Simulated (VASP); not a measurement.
# Te: equation of state with PBE

The system is Te.

```
Te
1.0
    -2.95779    3.87597    1.53515
     2.95779   -3.87597    1.53515
     2.95779    3.87597   -1.53515
Te
2
Direct
  0.00093 0.75093 0.25000
  0.99907 0.24907 0.75000
```

This isn't the form of Te at room conditions, which is trigonal, of chains.

| Item | Value |
| --- | --- |
| Program | VASP 6.6.1 |
| Task | equation of state |
| Functional | PBE |
| Potentials or basis | VASP PAW PBE potentials, release 64 (Te) |
| Cutoff | 520 eV |
| k mesh | 10 × 10 × 10 |
| Occupations | fermi-dirac, width 0.05 eV |
| Spin | no spin polarisation |
| Further INCAR settings | ALGO = Normal; EDIFF = 1e-07; NBANDS = 13 |

```yaml
Equilibrium_volume: 35.72 Å³/atom
Bulk_modulus_at_fixed_shape_and_positions: 42 GPa
Pressure_derivative_of_the_bulk_modulus: 4.9
```

Energy against volume, from the lowest point:
| volume (Å³/atom) | energy (meV/atom) |
| --- | --- |
| 33.087 | 29.23 |
| 33.791 | 15.00 |
| 34.495 | 5.74 |
| 35.199 | 0.90 |
| 35.903 | 0.00 |
| 36.607 | 2.60 |
| 37.311 | 8.30 |

All runs of the series together: 16 min on 1 thread of Intel(R) Xeon(R) Platinum 8259CL CPU @ 2.50GHz (Skylake/Cascade Lake), on a shared host.

Caveat: the cell was scaled at fixed shape and fractional positions, which overstates the stiffness of a crystal with free parameters, most of all of layers and chains. Spin-orbit coupling is left out, which matters for the levels of Te.
